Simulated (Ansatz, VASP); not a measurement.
## One calculation of Ti2Co, two programs

```
Ti Co
1.0
     0.00000    5.47950    5.47950
     5.47950    0.00000    5.47950
     5.47950    5.47950    0.00000
Ti Co
16 8
Direct
  0.62500 0.12500 0.12500
  0.12500 0.62500 0.12500
  0.12500 0.12500 0.62500
  0.12500 0.12500 0.12500
  0.31291 0.31291 0.68709
  0.68709 0.68709 0.31291
  0.31291 0.68709 0.31291
  0.68709 0.31291 0.68709
  0.68709 0.31291 0.31291
  0.31291 0.68709 0.68709
  0.93709 0.93709 0.56291
  0.56291 0.56291 0.93709
  0.93709 0.56291 0.93709
  0.56291 0.93709 0.56291
  0.56291 0.93709 0.93709
  0.93709 0.56291 0.56291
  0.97426 0.34191 0.34191
  0.34191 0.97426 0.34191
  0.34191 0.34191 0.97426
  0.34191 0.34191 0.34191
  0.27574 0.90809 0.90809
  0.90809 0.27574 0.90809
  0.90809 0.90809 0.27574
  0.90809 0.90809 0.90809
```

Alike in both runs: functional LDA; k mesh 6 × 6 × 6; occupations gaussian, width 0.1 eV; no spin polarisation.

Ansatz relaxed the structure, and its values are those at the end. VASP's run is a single point on that final structure, the one shown.

|  | VASP | Ansatz |
| --- | --- | --- |
| version | VASP 6.6.1 | Ansatz 0.2.0 |
| potentials or method | VASP PAW LDA potentials, release 64 (Ti_sv, Co) | scalar-relativistic, plane waves, PAW |
| plane-wave cutoff (eV) | 520 | 420 |
| valence electrons in the cell | 264 | 328 |

Ansatz gave:

```
gap on the k mesh at the Fermi level (eV) : none
pressure (GPa)                            : 0.0
rms of the force components (eV/Å)        : 0.000
```

Estimate VASP's values.

gap on the k mesh at the Fermi level (eV): none; pressure (GPa): -0.2; rms of the force components (eV/Å): 0.004.

A gap of «none» marks a metal or a gap that the smearing closes. The two sets of potentials don't hold the same shells in valence.

Spin polarisation is off, so any magnetic state and its effect on volume and gap are missing.
